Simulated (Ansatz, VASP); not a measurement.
**W (W wire along [100], 13 atoms a period) in two plane-wave programs**

One calculation is typed for both programs; each brings its own data sets. How far apart do they land? The structure shown is the start of the Ansatz relaxation below; VASP solves that cell, so the two are compared at the walk's first step.

Main program and level: Ansatz 0.2.0; plane waves, with VASP 6.6.1 beside it; single point at PBE.

### Step 1. Starting point

The cell holds 13 atoms: 13 W. Cell: a = 13.140 Å, b = 13.140 Å, c = 3.170 Å, α = 90.0°, β = 90.0°, γ = 90.0°. Vacuum lies along a and b. The structure's axis is c.

### Step 2. Ansatz: relaxation, PBE

Ansatz runs on its PAW soft_1 files.

The two programs are compared at the cell with which this relaxation starts, whose forces are those of its first step.

Input file input.yaml:

```yaml
crystal:
  lattice:
    - [13.14, 0.0, 0.0]
    - [0.0, 13.14, 0.0]
    - [0.0, 0.0, 3.17]
  atoms:
    - { symbol: W, position: [0.258751903, 0.258751903, 0.0] }
    - { symbol: W, position: [0.258751903, 0.5, 0.0] }
    - { symbol: W, position: [0.258751903, 0.741248097, 0.0] }
    - { symbol: W, position: [0.5, 0.258751903, 0.0] }
    - { symbol: W, position: [0.5, 0.5, 0.0] }
    - { symbol: W, position: [0.5, 0.741248097, 0.0] }
    - { symbol: W, position: [0.741248097, 0.258751903, 0.0] }
    - { symbol: W, position: [0.741248097, 0.5, 0.0] }
    - { symbol: W, position: [0.741248097, 0.741248097, 0.0] }
    - { symbol: W, position: [0.379375951, 0.379375951, 0.5] }
    - { symbol: W, position: [0.379375951, 0.620624049, 0.5] }
    - { symbol: W, position: [0.620624049, 0.379375951, 0.5] }
    - { symbol: W, position: [0.620624049, 0.620624049, 0.5] }
kpoints:
  mp_grid: { grid: [1, 1, 26] }
scf:
  occupations: { method: fermi_dirac, width: 0.05 }
hamiltonian:
  xc: pbe
  pseudopotentials: { kind: paw, azcp: { folder: soft_1 } }
relax:
  cell: { fix: [a, b, alpha, beta, gamma] }
  max_steps: 45
  f_tol: 0.03
```

Launch:

```sh
> ansatz run input.yaml --threads 4 --pin off --max-ram 16384MiB --backend cpu --events-out ev --progress --plain --runs-dir out
```

Numbers of over 12 decimals in the logs are rounded to 6 here.

The log of the run:

```text
Engine: ansatz 0.2.0, aarch64-unknown-linux-gnu
Pseudopotentials: kind: paw
Pseudopotential: W, paw, valence charge 14, recommended cutoff 420 eV (normal), soft_1/W.paw.azcp
Functional definition: PBE
  parameter kappa = 0.804
  parameter beta = 0.066725
  exchange = pbe_x(kappa = kappa, mu = beta*pi^2/3)
  correlation = pbe_c(beta = beta)
Crystal: 13 atoms, lattice volume = 547.331 Å³
Basis set: ecut = 420 eV, 10771 PW (Γ), exchange–correlation on 180×180×48 points (8 copies of the dense FFT grid, shifted against one another)
Bands: 110, of which v1, the nominal top of the filled ones, is band 91 counted from 1 (90 counted from 0)
Symmetry: 16 space group operations
Space group: P4/mmm (ITA 123), of the structure as read, at distance tolerance 8.2e-5 Å
k-points: 14 of 26
Non-local potential: W, projectors of the file, l = 0: 3, l = 1: 2, l = 2: 2, l = 3: 1
PAW form: soft (Blöchl's): semilocal exchange-correlation on the pseudo side does not see the compensation charge
PAW one-centre angular grid: W, 590 points (default); XC on 64 Gauss nodes
Initial density: superposition of atomic densities (neutral atoms: chi_scale 0, normalization atom)
Initial wavefunctions: pseudopotential atomic-orbital guess
Functional: x = pbe(κ = 0.804, μ = 0.219515), c = pbe(β = 0.066725)
SCF iter   1: F=—  HF=-135001.466590 eV  |F-HF|=—  |Δ(HF+E_count)|=         —  Δρ=5.65e-2  dr2=1.65e2  ethr=3.10e-3  ⟨swp⟩=9.2  Hψ=6528  notcnv=0
preconditioner: auto → LDOS  [metal: Δε(μ)=0.037 eV  Ē_g=4.296 eV  σ=0.050 eV  W_gap=0.18  n_scr=110 (ndim 8)  ℏωp=14.0 eV  f_vac=0.404  D(μ)=19.73/eV (n_scr^D=162)  β→1.0]
SCF iter   2: F=—  HF=-134994.428885 eV  |F-HF|=—  |Δ(HF+E_count)|=    7.04e0  Δρ=4.47e-2  dr2=1.02e2  ethr=3.10e-3  ⟨swp⟩=5.9  Hψ=4917  notcnv=1  defer=12
SCF iter   3: F=—  HF=-134988.885590 eV  |F-HF|=—  |Δ(HF+E_count)|=    5.54e0  Δρ=1.07e-2  dr2=2.73e0  ethr=3.10e-3  ⟨swp⟩=4.7  Hψ=3931  notcnv=0  defer=10
SCF iter   4: F=—  HF=-134988.585006 eV  |F-HF|=—  |Δ(HF+E_count)|=   3.01e-1  Δρ=3.35e-3  dr2=2.03e-1  ethr=1.50e-3  ⟨swp⟩=3.0  Hψ=2101  notcnv=0  defer=18
SCF iter   5: F=—  HF=-134988.576780 eV  |F-HF|=—  |Δ(HF+E_count)|=   8.23e-3  Δρ=1.58e-3  dr2=2.99e-2  ethr=1.12e-4  ⟨swp⟩=3.9  Hψ=2651  notcnv=0  defer=20
SCF iter   6: F=—  HF=-134988.577227 eV  |F-HF|=—  |Δ(HF+E_count)|=   4.47e-4  Δρ=6.31e-4  dr2=7.64e-3  ethr=1.64e-5  ⟨swp⟩=2.0  Hψ=2236  notcnv=0  defer=19
SCF iter   7: F=—  HF=-134988.576946 eV  |F-HF|=—  |Δ(HF+E_count)|=   2.81e-4  Δρ=1.88e-4  dr2=6.24e-4  ethr=4.20e-6  ⟨swp⟩=2.0  Hψ=1929  notcnv=0  defer=19
SCF iter   8: F=—  HF=-134988.576981 eV  |F-HF|=—  |Δ(HF+E_count)|=   3.49e-5  Δρ=7.29e-5  dr2=6.97e-5  ethr=3.43e-7  ⟨swp⟩=2.2  Hψ=2073  notcnv=0  defer=19
SCF iter   9: F=—  HF=-134988.577063 eV  |F-HF|=—  |Δ(HF+E_count)|=   8.18e-5  Δρ=2.62e-5  dr2=9.93e-6  ethr=3.83e-8  ⟨swp⟩=2.4  Hψ=2329  notcnv=0  defer=19
SCF iter  10: F=—  HF=-134988.577065 eV  |F-HF|=—  |Δ(HF+E_count)|=   1.62e-6  Δρ=8.73e-6  dr2=5.53e-7  ethr=5.46e-9  ⟨swp⟩=2.1  Hψ=2113  notcnv=0  defer=19
SCF iter  11: F=-134988.577065 eV  HF=-134988.577065 eV  |F-HF|=9.52e-9  |Δ(HF+E_count)|=   6.10e-7  Δρ=2.90e-6  dr2=6.66e-8  ethr=5.49e-11  ⟨swp⟩=6.3  Hψ=5600  notcnv=0
SCF 1 converged in 11 iterations: F = -134988.577065 eV  dr2 = 6.66e-8
  greatest PAW one-centre occupation: 0.999 electrons in one spin orbital (limit 2), on the W atom at site 12 (counted from 0), in its partial waves of l = 0
relax step   1: F+E_penalty+E_count = -134988.57706533 eV  Δ(F+E_penalty+E_count) = +0.000e0 eV  max|allowed force component| = 2.706e0 eV/Å  Δτ_max = 0.0000 Å  P = -9.622 GPa  Ω = 547.331 Å³  fix = [a, b, alpha, beta, gamma]  reactions: a -9.406, b -9.406 GPa  (11 SCF iters, dr2 threshold 1.00e-7 eV, accepted)
[...]
relax step   6: F+E_penalty+E_count = -134992.47955140 eV  Δ(F+E_penalty+E_count) = -5.732e-3 eV  max|allowed force component| = 2.551e-2 eV/Å  Δτ_max = 0.0295 Å  P = -0.019 GPa  Ω = 553.457 Å³  energy of the carried Pulay correction = -1.128e-3 eV  fix = [a, b, alpha, beta, gamma]  reactions: a +0.033, b +0.033 GPa  (7 SCF iters, dr2 threshold 6.65e-7 eV, accepted)
[...]
relax step   7: F+E_penalty+E_count = -134992.48077641 eV  Δ(F+E_penalty+E_count) = -1.225e-3 eV  max|allowed force component| = 1.015e-2 eV/Å  Δτ_max = 0.0070 Å  P = +0.025 GPa  Ω = 551.979 Å³  energy of the carried Pulay correction = -8.567e-4 eV  fix = [a, b, alpha, beta, gamma]  reactions: a +0.026, b +0.026 GPa  (7 SCF iters, dr2 threshold 3.74e-8 eV, accepted)
[...]
relax step   8: F+E_penalty+E_count = -134992.48179877 eV  Δ(F+E_penalty+E_count) = -1.022e-3 eV  max|allowed force component| = 1.021e-2 eV/Å  Δτ_max = 0.0000 Å  P = +0.029 GPa  Ω = 551.979 Å³  fix = [a, b, alpha, beta, gamma]  reactions: a +0.029, b +0.029 GPa  stress off target by 2.67e-2 GPa on what of the cell is left free  SCF on the basis re-selected at this cell (its energy is not comparable with the rows above)  (6 SCF iters)
basis re-selected at this cell: Δ(F+E_penalty+E_count) = -1.022e-3 eV, ΔP = +0.004 GPa vs the last step (what re-selecting the basis moved, of the pressure what is left beyond the Pulay correction that the steps carried, after the strain that the cell walked since its last selection, with what the two solves' SCF thresholds leave and, on support functions, any second-order correction that the steps lacked; it is no m [...]
SCF converged after 6 iterations
Free energy (F): -134992.481799 eV
Harris-Foulkes:  -134992.481799 eV  (|F-HF|=5.82e-11)
Internal energy: -134992.347501 eV  (E = F + TS)
E sigma→0 (E₀):  -134992.414650 eV
Entropy (-TS):   -0.134297 eV (-10.331 meV/atom)
Fermi energy:    6.016548 eV
--- Per-component energies (eV) ---
  E_band       = -4014.894640
  E_kinetic    = 5476.597257
  E_local      = -69882.682133  (includes V_loc(G=0)·N_el)
  E_nonlocal   = -316.718630
  E_hartree    = 32902.137497
  E_xc         = -3459.340583
  E_vxc        = -2979.093202  (∫ρ·V_xc dr)
  E_paw        = -111515.268756  (= ΣΔE_a)
  E_vpaw       = -2117.273859  (= ΣTr[D̂ρ^β])
  E_aug_tail   = 0.001936  (compensation charges beyond the density's cutoff)
  E_ewald      = 11802.925910
  E_smearing   = -0.134297  (= −TS)
  E_closure    = 0.000000  (closes the sum)
  Σ components = -134992.481799   (vs F -134992.481799, Δ=0.00e0)
--- Forces (eV/Å), atoms counted from 1 ---
  atom   1  W     -0.00861560    -0.00861560     0.00000000
  atom   2  W     -0.00339072     0.00000000     0.00000000
  atom   3  W     -0.00861560     0.00861560     0.00000000
  atom   4  W      0.00000000    -0.00339072     0.00000000
  atom   5  W      0.00000000    -0.00000000     0.00000000
  atom   6  W      0.00000000     0.00339072     0.00000000
  atom   7  W      0.00861560    -0.00861560     0.00000000
  atom   8  W      0.00339072     0.00000000     0.00000000
  atom   9  W      0.00861560     0.00861560     0.00000000
  atom  10  W      0.01021440     0.01021440     0.00000000
  atom  11  W      0.01021440    -0.01021440     0.00000000
  atom  12  W     -0.01021440     0.01021440     0.00000000
  atom  13  W     -0.01021440    -0.01021440     0.00000000
  max |Σ_I F_I| component: 3.47e-18 eV/Å
--- Stress (GPa, compression-positive) ---
        0.029482       0.000000       0.000000
        0.000000       0.029482       0.000000
        0.000000       0.000000       0.026673
  P = ⅓ Tr σ = 0.0285 GPa (0.285 kbar)
--- Relaxed structure (7 steps of the walk, 7 accepted, 1 SCFs on fresh bases) ---
  F+E_penalty+E_count = -134992.48179877 eV   max|allowed force component| = 1.021e-2 eV/Å   (the final SCF, on the basis selected at the relaxed cell)
  cell:  # Å, volume = 551.9794 Å³
    - [13.14, 0.0, 0.0]
    - [0.0, 13.14, 0.0]
    - [0.0, 0.0, 3.196923]
  atoms:
    - { symbol: W, position: [0.282737, 0.282737, 0.0] }
    - { symbol: W, position: [0.263063, 0.5, 0.0] }
    - { symbol: W, position: [0.282737, 0.717263, 0.0] }
    - { symbol: W, position: [0.5, 0.263063, 0.0] }
    - { symbol: W, position: [0.5, 0.5, 0.0] }
    - { symbol: W, position: [0.5, 0.736937, 0.0] }
    - { symbol: W, position: [0.717263, 0.282737, 0.0] }
    - { symbol: W, position: [0.736937, 0.5, 0.0] }
    - { symbol: W, position: [0.717263, 0.717263, 0.0] }
    - { symbol: W, position: [0.383257, 0.383257, 0.500000] }
    - { symbol: W, position: [0.383257, 0.616743, 0.500000] }
    - { symbol: W, position: [0.616743, 0.383257, 0.500000] }
    - { symbol: W, position: [0.616743, 0.616743, 0.500000] }
```

Reading the cycles: dr2 is the Hartree energy of the density residual (eV), the measure of convergence; HF is the Harris–Foulkes estimate of the energy, which meets the free energy F at convergence.

(Part 1 of 2 ends here.)

[Lines on the potential files, build, host, timing and source positions are cut from VASP's logs without a mark.]

[Logs are printed without paths, hosts, clocks, repeated set-up lines and the standing remarks that a program may print on its own settings, such as how far it seeks lower states.]

[Hosts, paths, dates, database ids (printed as entryN), source tags and the programs' standing remarks are cut or masked in the printed files.]
